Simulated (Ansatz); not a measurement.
CdO (Monteponite):

```
Cd O
1.0
     0.00000    2.34950    2.34950
     2.34950    0.00000    2.34950
     2.34950    2.34950    0.00000
Cd O
1 1
Cartesian
  0.0000 0.0000 0.0000
  2.3495 2.3495 2.3495
```

Base run:

* Program: Ansatz 0.2.0
* Functional: PBE
* Potentials or basis: all-electron LAPW, inner shells corrected to Dirac's equation
* Cutoff: 306 eV (chosen from the basis error)
* Basis error allowed: 0.001 eV/atom
* k mesh: 10 × 10 × 10
* Occupations: fermi-dirac, width 0.05 eV
* Spin: no spin polarisation

Its results: pressure 6.1 GPa.

The run is repeated on the same cell with these changes: potentials or basis from all-electron LAPW, inner shells corrected to Dirac's equation to all-electron LAPW, non-relativistic. What comes out?

Pressure 8.2 GPa.

Caveats: relativity is left out, which matters for the heavier elements (some runs).
